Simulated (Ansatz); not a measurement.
## Arsenic (dhcp) across density functionals

All rows: Ansatz, plane waves with scalar-relativistic PAW, 420 eV (500 eV for the SCAN forms), relaxed under each functional, no dispersion correction, no zero-point motion. B₀ comes from uniform scaling at fixed shape; a dash is a value not given.

| functional | V (Å³/atom) | cell | B₀ (GPa) | magnetic state | ΔE to grey arsenic (A7) (meV/atom) |
| --- | --- | --- | --- | --- | --- |
| PBE | 19.30 | a = 2.976 Å, c = 10.068 Å (c/a = 3.383) | 81 | spin not included | 513 |
| r²SCAN | 19.07 | a = 2.958 Å, c = 10.068 Å (c/a = 3.403) | 85 | spin not included | 720 |
| PBEsol | 18.42 | a = 2.933 Å, c = 9.887 Å (c/a = 3.371) | 93 | spin not included | 452 |
| LDA | 18.12 | a = 2.917 Å, c = 9.836 Å (c/a = 3.372) | 96 | spin not included | 469 |
| revPBE | 19.58 | a = 2.989 Å, c = 10.118 Å (c/a = 3.384) | 77 | spin not included | 602 |
| RPBE | 19.69 | a = 2.994 Å, c = 10.147 Å (c/a = 3.389) | 75 | spin not included | 629 |
| BLYP | 21.67 | a = 2.978 Å, c = 11.285 Å (c/a = 3.789) | 60 | spin not included | 790 |

LDA gives the smallest volume and BLYP the largest.
